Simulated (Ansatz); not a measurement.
# Ba (fcc): energy against volume

Method: Ansatz 0.2.0, DFT, RPBE, plane waves (420 eV) with PAW, scalar-relativistic. The PAW files were generated under PBE, with cores re-solved for the functional.

The cell is scaled uniformly from the relaxed one, with fractional coordinates and shape fixed. Energies are extrapolated to zero smearing, pressures are those at the given smearing. Magnetic state: spin not included.

A Birch-Murnaghan fit gives V₀ = 69.77 Å³/atom, B₀ = 7.5 GPa, B₀′ = 2.3.

Q: What are the energy above the minimum and the pressure at 63.755 Å³/atom?

A: 13.4 meV/atom and 0.76 GPa as computed.

Q: What are the energy above the minimum and the pressure at 72.071 Å³/atom?

A: 1.7 meV/atom and -0.22 GPa as computed.

Q: What are the energy above the minimum and the pressure at 74.843 Å³/atom?

A: 8.0 meV/atom and -0.46 GPa as computed.
